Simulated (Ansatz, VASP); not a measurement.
**MoS2: VASP beside Ansatz**

Aim: how closely do two programs agree when they are given the same cell, functional and k mesh? The structure shown is the start of the Ansatz relaxation below; VASP solves that cell, so the two are compared at the walk's first step.

Program: Ansatz 0.2.0. Level of theory: plane waves, with VASP 6.6.1 beside it; single point at PBE. Results are calculated unless marked as measured.

## Step 1: The starting structure

The cell holds 3 atoms: 1 Mo and 2 S. Cell: a = 3.160 Å, b = 3.160 Å, c = 29.962 Å, α = 90.0°, β = 90.0°, γ = 60.0°. It derives from MoS2. As first built, before any earlier steps moved the atoms (in the runner's words): one layer cut from layered MoS2 (space group R3m). Vacuum lies along c. The height across the vacuum is the one that the program set for its solve, not the one typed.

As a file:

```cif
data_structure
_symmetry_space_group_name_H-M 'P 1'
_symmetry_Int_Tables_number 1
_cell_length_a 3.1600
_cell_length_b 3.1600
_cell_length_c 29.9623
_cell_angle_alpha 90.000
_cell_angle_beta 90.000
_cell_angle_gamma 60.000
_cell_volume 259.11
loop_
_atom_site_label
_atom_site_type_symbol
_atom_site_fract_x
_atom_site_fract_y
_atom_site_fract_z
_atom_site_occupancy
Mo1 Mo 0.66667 0.66667 0.31852 1
S2 S 0.00000 0.00000 0.26700 1
S3 S 0.00000 0.00000 0.36984 1
```

## Step 2: Ansatz: relaxation, PBE

Ansatz runs on its default PAW (the set named soft_2) files.

The two programs are compared at the cell with which this relaxation starts, whose forces are those of its first step.

Contents of input.yaml:

```yaml
crystal:
  lattice:
    - [3.16, 0.0, 0.0]
    - [1.58, 2.73664028, 0.0]
    - [0.0, 0.0, 19.08115]
  atoms:
    - { symbol: Mo, position: [0.66666667, 0.66666667, 0.50016115] }
    - { symbol: S, position: [0.0, 0.0, 0.41926194] }
    - { symbol: S, position: [0.0, 0.0, 0.58073806] }
  periodic: [true, true, false]
kpoints:
  mp_grid: { grid: [8, 8, 1] }
scf:
  occupations: { method: fermi_dirac, width: 0.05 }
hamiltonian:
  xc: pbe
  pseudopotentials: { kind: paw }
output:
  forces: true
  stress: true
relax:
  f_tol: 0.02
  max_steps: 50
  cell: {}
```

Command:

```sh
> ansatz run input.yaml --threads 4 --pin off --max-ram 8192MiB --backend cpu --events-out ev --progress --plain --runs-dir out
```

Numbers of over 12 decimals in the logs are rounded to 6 here.

Log:

```text
Warning: crystal.periodic: the lattice vector that does not repeat stood 0.000° off the slab's normal, 19.081 Å along it as the deck builds it. The run solves the slab on a vector along the normal, 29.962 Å long, with every atom where it was (on the deck's vector they left 16.00 Å outside them, and the widest stretch free of ions among them is 1.54 Å). A fractional position that the run reports is one of the run's ce [...]
crystal.periodic: the lattice vector that does not repeat stood 0.000° off the slab's normal, 19.081 Å along it as the deck builds it. The run solves the slab on a vector along the normal, 29.962 Å long, with every atom where it was (on the deck's vector they left 16.00 Å outside them, and the widest stretch free of ions among them is 1.54 Å). A fractional position that the run reports is one of the run's cell, which [...]
Engine: ansatz 0.2.0, aarch64-unknown-linux-gnu
Pseudopotentials: kind: paw
Pseudopotential: Mo, paw, valence charge 14, recommended cutoff 420 eV (normal), Mo.paw.azcp
Pseudopotential: S, paw, valence charge 6, recommended cutoff 420 eV (normal), S.paw.azcp
Functional definition: PBE
  parameter kappa = 0.804
  parameter beta = 0.066725
  exchange = pbe_x(kappa = kappa, mu = beta*pi^2/3)
  correlation = pbe_c(beta = beta)
Crystal: 3 atoms, lattice volume = 259.107 Å³
Basis set: ecut = 420 eV, 4997 PW (Γ), exchange–correlation on 48×48×432 points (8 copies of the dense FFT grid, shifted against one another)
Bands: 17, of which v1, the nominal top of the filled ones, is band 13 counted from 1 (12 counted from 0)
Symmetry: 6 space group operations
Space group: P3m1 (ITA 156), of the structure as read, at distance tolerance 6.4e-5 Å
k-points: 10 of 64 (time reversal used)
Non-local potential: Mo, projectors of the file, l = 0: 3, l = 1: 2, l = 2: 2, l = 3: 1
Non-local potential: S, projectors of the file, l = 0: 2, l = 1: 2, l = 2: 2
PAW form: soft (Blöchl's): semilocal exchange-correlation on the pseudo side does not see the compensation charge
PAW one-centre angular grid: Mo, 590 points (default); XC on 64 Gauss nodes
PAW one-centre angular grid: S, 110 points (default); XC on 64 Gauss nodes
Initial density: superposition of atomic densities (neutral atoms: chi_scale 0, normalization atom), corrected by the library's trained network
Initial wavefunctions: pseudopotential atomic-orbital guess
Functional: x = pbe(κ = 0.804, μ = 0.219515), c = pbe(β = 0.066725)
SCF iter   1: F=—  HF=-6762.783548 eV  |F-HF|=—  |Δ(HF+E_count)|=         —  Δρ=2.57e-3  dr2=7.86e-3  ethr=1.77e-3  ⟨swp⟩=14.5  Hψ=1714  notcnv=0
preconditioner: auto → none  [insulator: Δε(μ)=1.825 eV  Ē_g=8.194 eV  σ=0.050 eV  W_gap=1.00  n_scr=16 (ndim 8)  ℏωp=9.8 eV  f_vac=0.766  D(μ)=0.00/eV (n_scr^D=0)  ε∞_Penn≈2.4]
SCF iter   2: F=—  HF=-6762.792383 eV  |F-HF|=—  |Δ(HF+E_count)|=   8.84e-3  Δρ=2.05e-3  dr2=2.17e-2  ethr=3.02e-5  ⟨swp⟩=3.6  Hψ=551  notcnv=0
[...]
SCF iter   4: F=—  HF=-6762.814549 eV  |F-HF|=—  |Δ(HF+E_count)|=   3.04e-4  Δρ=4.80e-4  dr2=6.34e-3  ethr=7.69e-6  ⟨swp⟩=2.7  Hψ=348  notcnv=0  recentre
SCF iter   5: F=—  HF=-6762.813995 eV  |F-HF|=—  |Δ(HF+E_count)|=   5.54e-4  Δρ=2.09e-4  dr2=6.88e-5  ethr=7.69e-6  ⟨swp⟩=2.5  Hψ=224  notcnv=0
SCF iter   6: F=—  HF=-6762.813976 eV  |F-HF|=—  |Δ(HF+E_count)|=   1.88e-5  Δρ=7.83e-5  dr2=8.66e-6  ethr=2.65e-7  ⟨swp⟩=3.7  Hψ=375  notcnv=0
SCF iter   7: F=—  HF=-6762.813977 eV  |F-HF|=—  |Δ(HF+E_count)|=   6.18e-7  Δρ=3.10e-5  dr2=1.27e-6  ethr=3.33e-8  ⟨swp⟩=2.6  Hψ=298  notcnv=0
SCF iter   8: F=-6762.813977 eV  HF=-6762.813977 eV  |F-HF|=6.74e-8  |Δ(HF+E_count)|=   1.22e-7  Δρ=6.42e-6  dr2=1.05e-7  ethr=1.15e-9  ⟨swp⟩=7.4  Hψ=850  notcnv=0
SCF 2 converged in 8 iterations: F = -6762.813977 eV  dr2 = 1.05e-7
relax step   2: F+E_penalty+E_count = -6762.81397714 eV  Δ(F+E_penalty+E_count) = -2.153e-2 eV  max|allowed force component| = 1.581e-1 eV/Å  Δτ_max = 0.0340 Å  P = +0.086 N/m  Ω = 261.956 Å³  energy of the carried Pulay correction = -6.585e-5 eV  fix = [c, alpha, beta]  reactions: c +0.000 N/m  (8 SCF iters, dr2 threshold 3.00e-7 eV, accepted)
[...]
relax step   3: F+E_penalty+E_count = -6762.81555592 eV  Δ(F+E_penalty+E_count) = -1.579e-3 eV  max|allowed force component| = 1.362e-2 eV/Å  Δτ_max = 0.0127 Å  P = -0.179 N/m  Ω = 263.815 Å³  energy of the carried Pulay correction = -1.085e-4 eV  fix = [c, alpha, beta]  reactions: c -0.000 N/m  (7 SCF iters, dr2 threshold 3.00e-7 eV, accepted)
[...]
relax step   4: F+E_penalty+E_count = -6762.81571276 eV  Δ(F+E_penalty+E_count) = -1.568e-4 eV  max|allowed force component| = 1.066e-3 eV/Å  Δτ_max = 0.0020 Å  P = -0.005 N/m  Ω = 263.181 Å³  energy of the carried Pulay correction = -9.396e-5 eV  fix = [c, alpha, beta]  reactions: c -0.000 N/m  (7 SCF iters, dr2 threshold 4.71e-8 eV, accepted)
[...]
relax step   5: F+E_penalty+E_count = -6762.81580573 eV  Δ(F+E_penalty+E_count) = -9.297e-5 eV  max|allowed force component| = 1.090e-3 eV/Å  Δτ_max = 0.0000 Å  P = -0.006 N/m  Ω = 263.181 Å³  fix = [c, alpha, beta]  reactions: c -0.000 N/m  stress off target by 5.53e-3 N/m on what of the cell is left free  SCF on the basis re-selected at this cell (its energy is not comparable with the rows above)  (8 SCF iters)
basis re-selected at this cell: Δ(F+E_penalty+E_count) = -9.297e-5 eV, ΔP = -0.000 N/m vs the last step (what re-selecting the basis moved, of the pressure what is left beyond the Pulay correction that the steps carried, after the strain that the cell walked since its last selection, with what the two solves' SCF thresholds leave and, on support functions, any second-order correction that the steps lacked; it is no m [...]
SCF converged after 8 iterations
Free energy (F): -6762.815806 eV
Harris-Foulkes:  -6762.815806 eV  (|F-HF|=1.26e-9)
Internal energy: -6762.815806 eV  (E = F + TS)
E sigma→0 (E₀):  -6762.815806 eV
Fermi energy:    -5.056778 eV
--- Per-component energies (eV) ---
  E_band       = -576.065426
  E_kinetic    = 654.891417
  E_local      = -44008.354286  (includes V_loc(G=0)·N_el)
  E_nonlocal   = 199.060617
  E_hartree    = 21567.972952
  E_xc         = -378.033300
  E_vxc        = -404.341711  (∫ρ·V_xc dr)
  E_paw        = -4401.470335  (= ΣΔE_a)
  E_vpaw       = -153.267436  (= ΣTr[D̂ρ^β])
  E_aug_tail   = 0.000043  (compensation charges beyond the density's cutoff)
  E_ewald      = 19603.117085
  E_smearing   = -0.000000  (= −TS)
  E_closure    = -0.000000  (closes the sum)
  Σ components = -6762.815806   (vs F -6762.815806, Δ=0.00e0)
--- Forces (eV/Å), atoms counted from 1 ---
  atom   1  Mo     0.00000000     0.00000000     0.00049527
  atom   2  S      0.00000000     0.00000000     0.00059500
  atom   3  S      0.00000000     0.00000000    -0.00108962
  max |Σ_I F_I| component: 6.49e-7 eV/Å
--- 2D stress c σ (N/m, compression-positive) ---
       -0.005525      -0.000000      -0.000000
       -0.000000      -0.005525      -0.000000
       -0.000000      -0.000000      -0.000000
  P = ½ c Tr σ = -0.0055 N/m
--- Relaxed structure (4 steps of the walk, 4 accepted, 1 SCFs on fresh bases) ---
  F+E_penalty+E_count = -6762.81580573 eV   max|allowed force component| = 1.090e-3 eV/Å   (the final SCF, on the basis selected at the relaxed cell)
  cell:  # Å, volume = 263.1806 Å³
    - [3.184741, 1.8311647641525115e-18, 0]
    - [1.592370, 2.758066, 0]
    - [0, 0, 29.962300134276]
  atoms:
    - { symbol: Mo, position: [0.666667, 0.666667, 0.318453] }
    - { symbol: S, position: [-4.934324549294138e-17, -4.9343245492941374e-17, 0.266297] }
    - { symbol: S, position: [-4.934324549294138e-17, -4.9343245492941374e-17, 0.370610] }
```

## Step 3: VASP: single point, PBE, start cell

The same cell, functional, mesh and smearing now go to VASP, with its own data sets.

Lines of VASP's logs that name or quote its potential files are left out, and so is its time.

Contents of INCAR:

```
SYSTEM = MoS2
PREC = Accurate
ENCUT = 400
EDIFF = 1E-06
NELM = 120
ISMEAR = -1
SIGMA = 0.05
LREAL = .FALSE.
ALGO = Normal
GGA = PE
NBANDS = 19
LASPH = .TRUE.
LORBIT = 11
LWAVE = .FALSE.
LCHARG = .FALSE.
ISIF = 2
LDIPOL = .TRUE.
IDIPOL = 3
DIPOL = 0.5 0.5 0.318
LVHAR = .TRUE.
GGA_COMPAT = .FALSE.
EFERMI = MIDGAP
NELMDL = -8
```

Contents of POSCAR:

```
MoS2
1.0
    3.1600000000      0.0000000000      0.0000000000
    1.5800000000      2.7366400000      0.0000000000
    0.0000000000      0.0000000000     29.9623000000
Mo S
1 2
Direct
    0.6666666058      0.6666667885      0.3185219426
    0.0000000000      0.0000000000      0.2670021994
    0.0000000000      0.0000000000      0.3698364278
```

Contents of KPOINTS:

```
Automatic mesh
0
Gamma
8 8 1
0 0 0
```

The projector-augmented-wave data sets are Mo_sv and S (PBE family, release 64).

Command:

```sh
> mpirun -np 1 vasp_std
```

Log:

```text
[banner, memory and clock lines left out]
running    1 mpi-ranks, on    1 nodes
 distrk:  each k-point on    1 cores,    1 groups
 distr:  one band on    1 cores,    1 groups

 POSCAR found type information on POSCAR MoS
 POSCAR found :  2 types and       3 ions
 LDA part: xc-table for (Slater+PW92), standard interpolation
 POSCAR, INCAR and KPOINTS ok, starting setup
 FFT: planning ... GRIDC
 FFT: planning ... GRID_SOFT
 FFT: planning ... GRID
 WAVECAR not read
 entering main loop
       N       E                     dE             d eps       ncg     rms          rms(c)
DAV:   1     0.130775248669E+03    0.13078E+03   -0.11734E+04   532   0.835E+02
DAV:   2    -0.119294767806E+02   -0.14270E+03   -0.13814E+03   533   0.199E+02
DAV:   3    -0.231625056668E+02   -0.11233E+02   -0.11186E+02   522   0.522E+01
DAV:   4    -0.232898616720E+02   -0.12736E+00   -0.12683E+00   500   0.623E+00
DAV:   5    -0.232930824689E+02   -0.32208E-02   -0.32204E-02   497   0.939E-01
DAV:   6    -0.232932213843E+02   -0.13892E-03   -0.13891E-03   514   0.174E-01
DAV:   7    -0.232932262600E+02   -0.48757E-05   -0.48759E-05   511   0.305E-02
DAV:   8    -0.232932265351E+02   -0.27517E-06   -0.27469E-06   490   0.657E-03    0.251E+01
DAV:   9    -0.221902375597E+02    0.11030E+01   -0.10799E+01   397   0.204E+01    0.925E+00
DAV:  10    -0.220275079064E+02    0.16273E+00   -0.50938E+00   409   0.131E+01    0.613E+00
DAV:  11    -0.218299576828E+02    0.19755E+00   -0.10691E+00   418   0.638E+00    0.166E+00
DAV:  12    -0.218309313447E+02   -0.97366E-03   -0.38888E-02   482   0.120E+00    0.902E-01
DAV:  13    -0.218265079545E+02    0.44234E-02   -0.21754E-02   430   0.942E-01    0.143E-01
DAV:  14    -0.218261680686E+02    0.33989E-03   -0.77512E-04   465   0.195E-01    0.619E-02
[...]
DAV:  20    -0.218263910800E+02   -0.42073E-04   -0.16726E-06   391   0.466E-03    0.194E-03
DAV:  21    -0.218264207712E+02   -0.29691E-04   -0.12069E-06   376   0.522E-03    0.206E-03
DAV:  22    -0.218264330856E+02   -0.12314E-04   -0.70847E-07   397   0.231E-03    0.135E-03
DAV:  23    -0.218264425357E+02   -0.94501E-05   -0.28519E-07   339   0.185E-03    0.383E-04
DAV:  24    -0.218264476096E+02   -0.50739E-05   -0.15177E-07   344   0.103E-03    0.318E-04
DAV:  25    -0.218264500718E+02   -0.24623E-05   -0.42125E-08   307   0.557E-04    0.204E-04
DAV:  26    -0.218264511277E+02   -0.10558E-05   -0.10839E-08   262   0.328E-04    0.125E-04
DAV:  27    -0.218264516936E+02   -0.56594E-06   -0.94303E-09   252   0.297E-04
   1 F= -.21826452E+02 E0= -.21826452E+02  d E =-.165745E-08
```

Parts of OUTCAR (step 3):

```text
ion  position               nearest neighbor table
   1  0.667  0.667  0.319-   3 2.39   3 2.39   3 2.39   2 2.39   2 2.39   2 2.39
   2  0.000  0.000  0.267-   1 2.39   1 2.39   1 2.39
   3  0.000  0.000  0.370-   1 2.39   1 2.39   1 2.39

  LATTYP: Found a hexagonal cell.
 ALAT       =     3.1599997610
 C/A-ratio  =     9.4817412234

 Subroutine GETGRP returns: Found  6 space group operations
 (whereof  6 operations were pure point group operations)

The static configuration has the point symmetry C_3v.

 Found     10 irreducible k-points:

   k-points           NKPTS =     10   k-points in BZ     NKDIM =     10   number of bands    NBANDS=     19

   dimension x,y,z NGX =    24 NGY =   24 NGZ =  196
   dimension x,y,z NGXF=    48 NGYF=   48 NGZF=  392

   ENCUT  =  400.0 eV  29.40 Ry    5.42 a.u.   5.15  5.15 48.86*2*pi/ulx,y,z

   NELECT =      26.0000    total number of electrons

 k-points in reciprocal lattice and weights: Automatic mesh
   0.00000000  0.00000000  0.00000000       0.016
   0.12500000  0.00000000  0.00000000       0.094
   0.25000000  0.00000000  0.00000000       0.094
   0.37500000  0.00000000  0.00000000       0.094
   0.50000000  0.00000000  0.00000000       0.047
   0.25000000  0.12500000  0.00000000       0.094
   0.37500000  0.12500000  0.00000000       0.188
   0.50000000  0.12500000  0.00000000       0.188
   0.50000000  0.25000000  0.00000000       0.094
  -0.37500000  0.25000000  0.00000000       0.094

 dipolmoment           0.000000      0.000000      0.000241 electrons x Angstroem

 average (electrostatic) potential at core
       1 -84.8348       2 -94.5773       3 -94.5777

 E-fermi :  -2.3709

 k-point     1 :       0.0000    0.0000    0.0000
  band No.  band energies     occupation
    ...
      9      -6.0151      2.00000
     10      -5.0569      2.00000
     11      -4.8580      2.00000
     12      -4.8580      2.00000
     13      -3.2623      2.00000
     14      -0.4500      0.00000
     15      -0.4500      0.00000
     16      -0.1445      0.00000
     17      -0.1445      0.00000
     18       2.1436      0.00000
    ...

 k-point     2 :       0.1250    0.0000    0.0000
  band No.  band energies     occupation
    ...
      9      -5.9385      2.00000
     10      -5.7689      2.00000
     11      -5.2065      2.00000
     12      -4.3563      2.00000
     13      -3.4056      2.00000
     14      -0.6851      0.00000
     15      -0.6440      0.00000
     16      -0.4005      0.00000
     17      -0.0570      0.00000
     18       2.5087      0.00000
    ...

 k-point     3 :       0.2500    0.0000    0.0000
  band No.  band energies     occupation
    ...
      9      -6.9454      2.00000
     10      -5.8620      2.00000
     11      -5.1497      2.00000
     12      -4.5933      2.00000
     13      -4.0154      2.00000
     14      -1.0272      0.00000
     15      -0.8389      0.00000
     16      -0.2791      0.00000
     17       0.6293      0.00000
     18       3.3312      0.00000
    ...

  Total        1.2160220      1.2160217      1.6618765      0.0000000     -0.0000000      0.0000000
  in kB        7.5192081      7.5192066     10.2761262      0.0000000     -0.0000000      0.0000000
  external PRESSURE =       8.4381803 kB  Pullay stress =       0.0000000 kB

  energy-cutoff  :      400.00
  volume of cell :      259.11
      direct lattice vectors                 reciprocal lattice vectors
     3.160000000  0.000000000  0.000000000     0.316455696 -0.182705800  0.000000000
     1.580000000  2.736640000  0.000000000     0.000000000  0.365411600  0.000000000
     0.000000000  0.000000000 29.962300000     0.000000000  0.000000000  0.033375275

 POSITION                                       TOTAL-FORCE (eV/Angst)
 -----------------------------------------------------------------------------------
      3.16000      1.82443      9.54365         0.000000     -0.000000     -0.099106
      0.00000      0.00000      8.00000        -0.000000      0.000000     -0.530490
      0.00000      0.00000     11.08115        -0.000000     -0.000000      0.629596
 -----------------------------------------------------------------------------------
    total drift:                               -0.000000     -0.000599      0.000459

  FREE ENERGIE OF THE ION-ELECTRON SYSTEM (eV)
  ---------------------------------------------------
  free  energy   TOTEN  =       -21.8264516936 eV

  energy  without entropy=      -21.8264516920  energy(sigma->0) =      -21.82645169

 vacuum level on the upper side and lower side of the slab         2.636         2.631

 total charge
# of ion       s       p       d       tot
------------------------------------------
    1        2.297   6.231   3.980  12.509
    2        1.363   2.351   0.000   3.714
    3        1.363   2.353   0.000   3.716
--------------------------------------------------
tot          5.024  10.936   3.980  19.940

[... 3 further parts left out ...]
```

## Step 4: Side by side

Known differences besides the potentials themselves: Ansatz cuts the interaction across the vacuum, VASP repeats the sheet with a dipole correction; the cutoff is 420 eV in Ansatz and 400 eV in VASP. Total energies have different zeros and are not compared.

Forces (eV/Å; atoms numbered as in POSCAR):

```csv
atom,"Ansatz x, y, z","VASP x, y, z"
Mo1,"0.000, 0.000, -0.099","0.000, 0.000, -0.099"
S2,"0.000, 0.000, -0.541","0.000, 0.000, -0.530"
S3,"0.000, 0.000, 0.641","0.000, 0.000, 0.630"
```

The forces differ by 5.3 meV/Å r.m.s., which is 1.9 % of the r.m.s. force of 0.276 eV/Å (both taken over all components). With vacuum in the cell, a pressure given here is an average over mostly empty space and none of the material.

## Step 5: Outcome

| Quantity | Value |
| --- | --- |
| r.m.s. force difference (single point, PBE, start cell) | 1.9 % of the r.m.s. force |

What this shows: The r.m.s. force difference is 1.9 % of the r.m.s. force (single point, PBE, start cell), within the 3 % picked in this series as the mark of a large difference. 1 further run of this series is not shown here. Such differences can come from data sets, numerical settings and the points named under the comparisons, not from the functional's error against experiment.

[Lines on the potential files, build, host, timing and source positions are cut from VASP's logs without a mark.]

[Logs are printed without paths, hosts, clocks, repeated set-up lines and the standing remarks that a program may print on its own settings, such as how far it seeks lower states.]

[Hosts, paths, dates, database ids (printed as entryN), source tags and the programs' standing remarks are cut or masked in the printed files.]
